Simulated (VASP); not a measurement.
# P (Cmce) in VASP: settings compared, part 2 of 2

VASP 6.6.1. The steps go on from the part before.

## (4) Band structure, PBE0

POSCAR reads:

```
P
1.0
    1.6477431241     -5.4650377251      0.0000000000
    1.6477431241      5.4650377251      0.0000000000
    0.0000000000      0.0000000000      4.5436355900
P
4
Direct
    0.9041431300      0.0958568700      0.5888151700
    0.0958568700      0.9041431300      0.4111848300
    0.5958568700      0.4041431300      0.0888151700
    0.4041431300      0.5958568700      0.9111848300
```

INCAR.step1 reads:

```
SYSTEM = P
PREC = Accurate ; ENCUT = 520
EDIFF = 1E-5 ; ISMEAR = 0
SIGMA = 0.02 ; LREAL = .FALSE.
LASPH = .TRUE. ; NELM = 100
ALGO = Normal ; ISIF = 2
LWAVE = .TRUE. ; LCHARG = .FALSE.
NBANDS = 18 ; GGA = PE
KPAR = 4
```

INCAR.step2 reads:

```
SYSTEM = P
PREC = Accurate ; ENCUT = 520
EDIFF = 1E-6 ; ISMEAR = 0
SIGMA = 0.02 ; LREAL = .FALSE.
LASPH = .TRUE. ; NELM = 100
ALGO = Normal ; ISIF = 2
LWAVE = .FALSE. ; LCHARG = .FALSE.
GGA = PE ; LHFCALC = .TRUE.
AEXX = 0.25 ; PRECFOCK = Fast
NBANDS = 18 ; ISTART = 1
HFRCUT = -1 ; KPAR = 4
```

KPOINTS reads:

```
regular mesh
0
G
  6 6 4
  0 0 0
```

KPOINTS_OPT reads:

```
path GXSRAZGYX1A1TY,ZT
10
line-mode
reciprocal
 0.0000000000  0.0000000000  0.0000000000  G
 0.2727265073  0.2727265073  0.0000000000  X

 0.2727265073  0.2727265073  0.0000000000  X
 0.0000000000  0.5000000000  0.0000000000  S

 0.0000000000  0.5000000000  0.0000000000  S
 0.0000000000  0.5000000000  0.5000000000  R

 0.0000000000  0.5000000000  0.5000000000  R
 0.2727265073  0.2727265073  0.5000000000  A

 0.2727265073  0.2727265073  0.5000000000  A
 0.0000000000  0.0000000000  0.5000000000  Z

 0.0000000000  0.0000000000  0.5000000000  Z
 0.0000000000  0.0000000000  0.0000000000  G

 0.0000000000  0.0000000000  0.0000000000  G
-0.5000000000  0.5000000000  0.0000000000  Y

-0.5000000000  0.5000000000  0.0000000000  Y
-0.2727265073  0.7272734927  0.0000000000  X1

-0.2727265073  0.7272734927  0.0000000000  X1
-0.2727265073  0.7272734927  0.5000000000  A1

-0.2727265073  0.7272734927  0.5000000000  A1
-0.5000000000  0.5000000000  0.5000000000  T

-0.5000000000  0.5000000000  0.5000000000  T
-0.5000000000  0.5000000000  0.0000000000  Y

 0.0000000000  0.0000000000  0.5000000000  Z
-0.5000000000  0.5000000000  0.5000000000  T
```

Potentials or basis: VASP PAW PBE potentials, release 64 (P).

Launch:

```bash
$ cat potpaw_PBE.64/P/POTCAR > POTCAR
$ cp INCAR.step1 INCAR
$ mpirun -np 4 vasp_std > vasp.out
$ cp INCAR.step2 INCAR
$ mpirun -np 4 vasp_std > vasp.out
```

OUTCAR:

```text
SYSTEM = P
   PREC = Accurate
   ENCUT = 520
   EDIFF = 1E-6
   ISMEAR = 0
   LREAL = .FALSE.
   LASPH = .TRUE.
   NELM = 100
   ISIF = 2
   GGA = PE
   LHFCALC = .TRUE.
   AEXX = 0.25
   PRECFOCK = Fast
   ISTART = 1

 ion  position               nearest neighbor table
   1  0.904  0.096  0.589-   4 2.20   4 2.20   2 2.25
   2  0.096  0.904  0.411-   3 2.20   3 2.20   1 2.25
   3  0.596  0.404  0.089-   2 2.20   2 2.20   4 2.25
   4  0.404  0.596  0.911-   1 2.20   1 2.20   3 2.25

  LATTYP: Found a base centered orthorhombic cell.
 ALAT       =     3.2954862482
 B/A-ratio  =     3.3166806435
 C/A-ratio  =     1.3787451222

  Lattice vectors:

 A1 = (   1.6477431241,  -5.4650377251,   0.0000000000)
 A2 = (   1.6477431241,   5.4650377251,   0.0000000000)
 A3 = (   0.0000000000,   0.0000000000,   4.5436355900)

Analysis of symmetry for initial positions (statically):
=====================================================================
 Subroutine PRICEL returns:
 Original cell was already a primitive cell.

 Routine SETGRP: Setting up the symmetry group for a
[... 182 lines left out ...]

 E-fermi :   5.2897     XC(G=0):  -7.4640

 val. band max:        5.1803241069   @ k =   0.5000   0.5000   0.0000
 cond. band min:       6.5827116077   @ k =   0.5000   0.5000   0.0000
 fundamental gap:      1.4023875009
 Fermi energy:         5.2897388034

 k-point     1 :       0.0000    0.0000    0.0000
  band No.  band energies     occupation
      1     -12.3835      2.00000
      2      -9.3448      2.00000
      3      -5.7218      2.00000
      4      -2.3494      2.00000
      5      -0.3582      2.00000
      6      -0.3018      2.00000
[... 481 lines left out ...]
      5      -1.2315      2.00000
      6       0.0360      2.00000
[... 10 lines left out ...]
     17      11.8842      0.00000
     18      13.1210      0.00000

 [... further k-points ...]

------------------------ aborting loop because EDIFF is reached ----------------------------------------

  FORCE on cell =-STRESS in cart. coord.  units (eV):
  Direction    XX          YY          ZZ          XY          YZ          ZX
  --------------------------------------------------------------------------------------
  -------------------------------------------------------------------------------------
  Total       -0.4863927     -0.4907349     -0.6868035      0.0000000     -0.0000000      0.0000000
  in kB       -9.5231690     -9.6081854    -13.4470476      0.0000000     -0.0000000      0.0000000
  external PRESSURE =     -10.8594674 kB  Pullay stress =       0.0000000 kB

 VOLUME and BASIS-vectors are now :
 -----------------------------------------------------------------------------
  energy-cutoff  :      520.00
  volume of cell :       81.83
      direct lattice vectors                 reciprocal lattice vectors
     1.647743124 -5.465037725  0.000000000     0.303445357 -0.091490677  0.000000000
     1.647743124  5.465037725  0.000000000     0.303445357  0.091490677  0.000000000
     0.000000000  0.000000000  4.543635590     0.000000000  0.000000000  0.220088073

 POSITION                                       TOTAL-FORCE (eV/Angst)
 -----------------------------------------------------------------------------------
      1.64774     -4.41731      2.67536         0.000000     -0.167034     -0.045913
      1.64774      4.41731      1.86827         0.000000      0.167034      0.045913
      1.64774     -1.04772      0.40354         0.000000      0.167034     -0.045913
      1.64774      1.04772      4.14009         0.000000     -0.167034      0.045913
 -----------------------------------------------------------------------------------
    total drift:                                0.000000      0.000000      0.000000

  FREE ENERGIE OF THE ION-ELECTRON SYSTEM (eV)
  ---------------------------------------------------
  free  energy   TOTEN  =       -28.1149646459 eV

  energy  without entropy=      -28.1149646459  energy(sigma->0) =      -28.11496465
```

OUTCAR.step1:

```text
SYSTEM = P
   PREC = Accurate
   ENCUT = 520
   EDIFF = 1E-5
   ISMEAR = 0
   LREAL = .FALSE.
[... 738 lines left out ...]
      1.64774      4.41731      1.86827         0.000000     -0.106358      0.272510
      1.64774     -1.04772      0.40354         0.000000     -0.106358     -0.272510
      1.64774      1.04772      4.14009         0.000000      0.106358      0.272510
 -----------------------------------------------------------------------------------
    total drift:                               -0.000000     -0.000000     -0.000000

  FREE ENERGIE OF THE ION-ELECTRON SYSTEM (eV)
  ---------------------------------------------------
  free  energy   TOTEN  =       -21.4755579208 eV

  energy  without entropy=      -21.4755578241  energy(sigma->0) =      -21.47555787
```

OSZICAR.step1:

```text
N       E                     dE             d eps       ncg     rms          rms(c)
DAV:   1     0.630679879660E+02    0.63068E+02   -0.82096E+03  1404   0.934E+02
DAV:   2    -0.175910156635E+02   -0.80659E+02   -0.76858E+02  1894   0.155E+02
DAV:   3    -0.216016548576E+02   -0.40106E+01   -0.39866E+01  1884   0.351E+01
DAV:   4    -0.216472533808E+02   -0.45599E-01   -0.45557E-01  1830   0.440E+00
DAV:   5    -0.216481842331E+02   -0.93085E-03   -0.93072E-03  1812   0.603E-01    0.104E+01
DAV:   6    -0.215254435580E+02    0.12274E+00   -0.65106E-02  1666   0.131E+00    0.619E+00
DAV:   7    -0.214752483524E+02    0.50195E-01   -0.11751E-01  1650   0.180E+00    0.294E-01
DAV:   8    -0.214754053845E+02   -0.15703E-03   -0.11604E-02  1586   0.607E-01    0.142E-01
DAV:   9    -0.214755047623E+02   -0.99378E-04   -0.45113E-04  1850   0.126E-01    0.783E-02
DAV:  10    -0.214755444886E+02   -0.39726E-04   -0.59632E-05  1698   0.414E-02    0.328E-02
DAV:  11    -0.214755572620E+02   -0.12773E-04   -0.16095E-05  1198   0.272E-02    0.816E-03
DAV:  12    -0.214755579208E+02   -0.65881E-06   -0.12663E-06   782   0.713E-03
   1 F= -.21475558E+02 E0= -.21475558E+02  d E =-.966881E-07
```

It took 63 min on 4 MPI ranks of Intel Xeon Platinum 8259CL at 2.50GHz (Skylake/Cascade Lake), shared host; peak memory 0.39 GiB.

What came out:

```yaml
Free_energy: -28.1150 eV
Pressure: -1.1 GPa
Largest_force: 0.173 eV/Å
Band_gap_on_the_k_mesh: 1.40 eV, direct
Band_gap_along_the_path: 1.40 eV, direct
```

Forces on the atoms (eV/Å):
```
P    0.000 -0.167 -0.046
P    0.000  0.167  0.046
P    0.000  0.167 -0.046
P    0.000 -0.167  0.046
```

Stress tensor (GPa, compression positive):
```
-0.95  0.00  0.00
 0.00 -0.96  0.00
 0.00  0.00 -1.34
```

Levels at the corners of the path, in eV from the valence-band top:
| point | band 7 | band 8 | band 9 | band 10 | band 11 | band 12 | band 13 | band 14 |
| --- | --- | --- | --- | --- | --- | --- | --- | --- |
| Γ | -4.48 | -3.09 | -2.83 | -1.39 | 1.90 | 2.43 | 3.44 | 4.45 |
| X | -4.09 | -3.82 | -2.95 | -2.66 | 2.06 | 2.18 | 2.59 | 3.37 |
| X | -4.09 | -3.82 | -2.95 | -2.66 | 2.06 | 2.18 | 2.59 | 3.37 |
| S | -3.81 | -3.81 | -2.92 | -2.92 | 2.03 | 2.03 | 2.82 | 2.82 |
| S | -3.81 | -3.81 | -2.92 | -2.92 | 2.03 | 2.03 | 2.82 | 2.82 |
| R | -5.92 | -5.92 | -2.04 | -2.04 | 3.06 | 3.06 | 5.05 | 5.05 |
| R | -5.92 | -5.92 | -2.04 | -2.04 | 3.06 | 3.06 | 5.05 | 5.05 |
| A | -5.30 | -5.30 | -1.94 | -1.94 | 3.17 | 3.17 | 4.87 | 4.87 |
| A | -5.30 | -5.30 | -1.94 | -1.94 | 3.17 | 3.17 | 4.87 | 4.87 |
| Z | -3.61 | -3.61 | -1.82 | -1.82 | 2.89 | 2.89 | 4.47 | 4.47 |
| Z | -3.61 | -3.61 | -1.82 | -1.82 | 2.89 | 2.89 | 4.47 | 4.47 |
| Γ | -4.48 | -3.09 | -2.83 | -1.39 | 1.90 | 2.43 | 3.44 | 4.45 |
| Γ | -4.48 | -3.09 | -2.83 | -1.39 | 1.90 | 2.43 | 3.44 | 4.45 |
| Y | -4.59 | -2.66 | -1.76 | 0.00 | 1.40 | 2.16 | 3.70 | 4.32 |
| Y | -4.59 | -2.66 | -1.76 | 0.00 | 1.40 | 2.16 | 3.70 | 4.32 |
| X1 | -4.09 | -3.82 | -2.95 | -2.66 | 2.06 | 2.18 | 2.59 | 3.37 |
| X1 | -4.09 | -3.82 | -2.95 | -2.66 | 2.06 | 2.18 | 2.59 | 3.37 |
| A1 | -5.30 | -5.30 | -1.94 | -1.94 | 3.17 | 3.17 | 4.87 | 4.87 |
| A1 | -5.30 | -5.30 | -1.94 | -1.94 | 3.17 | 3.17 | 4.87 | 4.87 |
| T | -3.09 | -3.09 | -2.16 | -2.16 | 2.85 | 2.85 | 4.02 | 4.02 |
| T | -3.09 | -3.09 | -2.16 | -2.16 | 2.85 | 2.85 | 4.02 | 4.02 |
| Y | -4.59 | -2.66 | -1.76 | 0.00 | 1.40 | 2.16 | 3.70 | 4.32 |
| Z | -3.61 | -3.61 | -1.82 | -1.82 | 2.89 | 2.89 | 4.47 | 4.47 |
| T | -3.09 | -3.09 | -2.16 | -2.16 | 2.85 | 2.85 | 4.02 | 4.02 |

Caveat: the PAW data sets were made with another functional, which shifts forces and pressure a little.

## (5) G0W0 quasiparticle levels, PBE

POSCAR is that of step 4.

INCAR.step1 reads:

```
SYSTEM = P
PREC = Accurate ; ENCUT = 500
EDIFF = 1E-8 ; ISMEAR = 0
SIGMA = 0.01 ; LREAL = .FALSE.
LASPH = .TRUE. ; NELM = 100
ALGO = Normal ; LWAVE = .TRUE.
LCHARG = .FALSE. ; GGA = PE
KPAR = 4
```

INCAR.step2 reads:

```
SYSTEM = P
PREC = Accurate ; ENCUT = 500
EDIFF = 1E-8 ; ISMEAR = 0
SIGMA = 0.01 ; LREAL = .FALSE.
LASPH = .TRUE. ; NELM = 1
ALGO = Exact ; LWAVE = .TRUE.
LCHARG = .FALSE. ; GGA = PE
NBANDS = 351 ; LOPTICS = .TRUE.
ISTART = 1 ; KPAR = 4
```

INCAR.step3 reads:

```
SYSTEM = P
PREC = Accurate ; ENCUT = 500
EDIFF = 1E-8 ; ISMEAR = 0
SIGMA = 0.01 ; LREAL = .FALSE.
LASPH = .TRUE. ; ALGO = EVGW0
LWAVE = .FALSE. ; LCHARG = .FALSE.
GGA = PE ; NELMGW = 1
NBANDS = 351 ; ENCUTGW = 150
NOMEGA = 50 ; PRECFOCK = Fast
ISTART = 1 ; NBANDSGW = 18
KPAR = 4
```

KPOINTS reads:

```
Automatic mesh
0
G
  4 4 2
  0 0 0
```

Potentials or basis: VASP PAW PBE potentials, release 64 (P_GW).

Launch:

```bash
$ cat potpaw_PBE.64/P_GW/POTCAR > POTCAR
$ cp INCAR.step1 INCAR
$ mpirun -np 4 vasp_std > vasp.out
$ cp INCAR.step2 INCAR
$ mpirun -np 4 vasp_std > vasp.out
$ cp INCAR.step3 INCAR
$ mpirun -np 4 vasp_std > vasp.out
```

OUTCAR:

```text
SYSTEM = P
   PREC = Accurate
   ENCUT = 500
   EDIFF = 1E-8
   ISMEAR = 0
   LREAL = .FALSE.
   LASPH = .TRUE.
   GGA = PE
   NELMGW = 1
   ENCUTGW = 150
   PRECFOCK = Fast
   ISTART = 1

 ion  position               nearest neighbor table
   1  0.904  0.096  0.589-   4 2.20   4 2.20   2 2.25
   2  0.096  0.904  0.411-   3 2.20   3 2.20   1 2.25
   3  0.596  0.404  0.089-   2 2.20   2 2.20   4 2.25
   4  0.404  0.596  0.911-   1 2.20   1 2.20   3 2.25

  LATTYP: Found a base centered orthorhombic cell.
 ALAT       =     3.2954862482
 B/A-ratio  =     3.3166806435
 C/A-ratio  =     1.3787451222

  Lattice vectors:

 A1 = (   1.6477431241,  -5.4650377251,   0.0000000000)
 A2 = (   1.6477431241,   5.4650377251,   0.0000000000)
 A3 = (   0.0000000000,   0.0000000000,   4.5436355900)

Analysis of symmetry for initial positions (statically):
=====================================================================
 Subroutine PRICEL returns:
 Original cell was already a primitive cell.

 Routine SETGRP: Setting up the symmetry group for a
 base centered orthorhombic supercell.
[... 137 lines left out ...]
  Thomas-Fermi vector in A             =   2.157299
   LORBIT       =      0    0 simple, 1 ext, 2 COOP (PROOUT), +10 PAW based schemes
   GGA     = PE    functional components
   LHFCALC =     T    Hartree Fock is set to
   PRECFOCK=fast      Normal, Fast or Accurate (Low or Medium for compatibility)
   ENCUT4O =  -1.0   cutoff for four orbital integrals eV
   NKREDX  =     1    reduce k-point grid by
   NKREDY  =     1    reduce k-point grid by
   NKREDZ  =     1    reduce k-point grid by
   AEXX    =    1.0000 exact exchange contribution
   HFSCREEN=    0.0000 screening length (either q_TF or 0.3 A-1)
   HFSCREENC=   0.0000 screening length for correlation (either q_TF or 0.3 A-1)
   ENCUTFOCK=  -1.0 apply spherical cutoff to Coloumb kernel
   IVDW    =     0    specifies the selected vdW correction
   LEPSILON=     F    determine dielectric tensor
   LRPA    =     F    only Hartree local field effects (RPA)
   LRPAFORCE           =     F    calculate RPA forces
   ENCUTGW             = 150.0    cutoff for response function in eV
   ENCUTGWSOFT         = 120.0    soft cutoff for Coulomb kernel in GW response function in eV
   ENCUTLF             =  -1.0    cutoff for local field effects
   NELMGW              =     1    number of iterations in solving QP/BSE equation
   NELMHF              =     1    number of iterations in the inner HF iteration
   NKREDLFX            =     1    NKREDLFY  =   1   NKREDLFZ  =   1
 non-spin polarized calculation
 Gauss-broadening in eV      SIGMA  =   0.01
  energy-cutoff  :      500.00
  volume of cell :       81.83
 maximum number of plane-waves:      2101
 NGX is ok and might be reduce to    42
  NGX = 24; NGY = 24; NGZ = 18
   NGX = 21   NGY = 21   NGZ = 17
 maximum number of plane-waves:       353

 QP shifts <psi_nk| G(iteration)W_0 |psi_nk>: iteration 1
 for sc-GW calculations column KS-energies equals QP-energies in previous step
 and V_xc(KS)=  KS-energies - (<T + V_ion + V_H > + <T+V_H+V_ion>^1  + <V_x>^1)

 k-point   1 :       0.0000    0.0000    0.0000
  band No.  KS-energies  QP-energies   sigma(KS)   V_xc(KS)     V^pw_x(r,r')   Z            occupation Imag(sigma)

      1     -10.3540     -10.7219     -12.6412     -12.0555     -20.1361       0.6280       2.0000       1.3809
      2      -7.6130      -8.0254     -13.1456     -12.5166     -19.4424       0.6558       2.0000       0.9633
      3      -4.3123      -4.7263     -13.0897     -12.4664     -18.0708       0.6642       2.0000       0.5409
      4      -1.2914      -1.8341     -11.9666     -11.1881     -15.3076       0.6970       2.0000       0.2758
      5       0.5479       0.1290     -12.9562     -12.3446     -16.0588       0.6851       2.0000       0.2032
      6       0.5974       0.0788     -11.4563     -10.7147     -14.2485       0.6994       2.0000       0.1688
[... 283 lines left out ...]
      4      -3.8614      -4.3019     -12.1571     -11.5017     -17.0902       0.6722       2.0000       0.6376
      5       2.1637       1.6815     -13.3945     -12.7219     -15.2359       0.7168       2.0000       0.0327
      6       2.1637       1.6815     -13.3945     -12.7219     -15.2359       0.7168       2.0000       0.0327
[... 10 lines left out ...]
     17      11.1960      11.3162     -10.2547     -10.4115      -4.9394       0.7668       0.0000      -0.1811
     18      11.1960      11.3162     -10.2547     -10.4115      -4.9394       0.7668       0.0000      -0.1811
```

OUTCAR.step1:

```text
SYSTEM = P
   PREC = Accurate
   ENCUT = 500
   EDIFF = 1E-8
   ISMEAR = 0
   LREAL = .FALSE.
[... 459 lines left out ...]
      1.64774      4.41731      1.86827         0.000000      0.003602      0.439372
      1.64774     -1.04772      0.40354         0.000000      0.003602     -0.439372
      1.64774      1.04772      4.14009         0.000000     -0.003602      0.439372
 -----------------------------------------------------------------------------------
    total drift:                               -0.000000     -0.000000      0.000000

  FREE ENERGIE OF THE ION-ELECTRON SYSTEM (eV)
  ---------------------------------------------------
  free  energy   TOTEN  =       -21.2390814053 eV

  energy  without entropy=      -21.2390814053  energy(sigma->0) =      -21.23908141
```

OUTCAR.step2:

```text
SYSTEM = P
   PREC = Accurate
   ENCUT = 500
   EDIFF = 1E-8
   ISMEAR = 0
   LREAL = .FALSE.
[... 906 lines left out ...]
     0.00000    15.47002    10.53099   -61.87262     0.00000    -0.00000     0.00000
     1.85962    22.18797     6.18800     2.02240     0.00000    -0.00000     0.00000
     3.71923    23.19654     4.71591    12.53093     0.00000     0.00000     0.00000
     5.57885   -16.95902     3.40074    -8.68256     0.00000    -0.00000     0.00000
     7.43847    -5.54586    -3.77292     0.51629     0.00000    -0.00000     0.00000
     9.29808    -4.07757    -4.24109    -5.59750     0.00000    -0.00000     0.00000
[... 92 lines left out ...]
   182.24239     0.98882     0.98972     0.98931     0.00000     0.00000     0.00000
   184.10201     0.98906     0.98994     0.98954     0.00000     0.00000     0.00000
```

Wall time 4.4 min (4 MPI ranks of AMD EPYC 9R45 (Zen 5), shared host); peak memory 1.5 GiB.

What came out:

| Quantity | Value |
| --- | --- |
| Band gap on the k mesh, mean-field level | 0.09 eV, direct |
| Quasiparticle gap | 0.47 eV |
| Least direct quasiparticle gap | 0.47 eV |

Levels at points of the mesh, in eV from the valence-band top:
```csv
k point,band 6,band 7,band 8,band 9,band 10,band 11,band 12,band 13,band 14
"(0.00, 0.00, 0.00)",-4.91,-4.11,-2.81,-2.62,-1.23,0.54,0.96,1.84,2.79
"(0.50, 0.00, 0.00)",-5.63,-3.41,-3.41,-2.67,-2.67,0.62,0.62,1.44,1.44
"(0.50, 0.50, 0.00)",-5.51,-4.20,-2.46,-1.60,0.00,0.09,0.73,2.05,2.68
"(0.00, 0.00, 0.50)",-4.42,-3.32,-3.32,-1.69,-1.69,1.38,1.38,2.86,2.86
"(0.50, 0.00, 0.50)",-5.70,-5.33,-5.33,-1.83,-1.83,1.62,1.62,3.38,3.38
"(0.50, 0.50, 0.50)",-3.35,-2.81,-2.81,-2.00,-2.00,1.35,1.35,2.54,2.54
```

Caveat: the k mesh is coarse (spacing up to 0.69 Å⁻¹), so the values aren't converged; bands, screening cutoff and mesh are small and nothing is extrapolated, so the quasiparticle values aren't converged.

## (6) Overview

```tsv
task	level	potentials or basis	k mesh	cutoff (eV)	smearing	ladder	grid for exact exchange (PRECFOCK)	screening parameter	exchange at q = 0	GW scheme	mesh quality	gap on the mesh (eV)	pressure (GPa)	largest force (eV/Å)
band structure	HSE06	VASP PAW PBE potentials, release 64 (P)	6 × 6 × 4	520	gaussian 0.02 eV	gaps	Fast	0.2 1/A	-	-	not flagged	0.71	-0.7	0.17
band structure	HSE03	VASP PAW PBE potentials, release 64 (P)	6 × 6 × 4	520	gaussian 0.02 eV	gaps	Fast	-	-	-	not flagged	0.54	-0.5	0.15
band structure	PBE0	VASP PAW PBE potentials, release 64 (P)	6 × 6 × 4	520	gaussian 0.02 eV	gaps	Fast	-	truncated	-	not flagged	1.40	-1.1	0.17
G0W0 quasiparticle levels	PBE	VASP PAW PBE potentials, release 64 (P_GW)	4 × 4 × 2	500	gaussian 0.01 eV	free	-	-	-	G0W0	coarse	-	-	-
```

Alike in all rows: no spin polarisation; cell as given.

Caveats: some runs use coarse meshes; the PAW data sets were made with another functional, which shifts forces and pressure a little (some runs); bands, screening cutoff and mesh are small and nothing is extrapolated, so the quasiparticle values aren't converged (some runs).

Absolute energies hang on the potentials; compare differences alone.
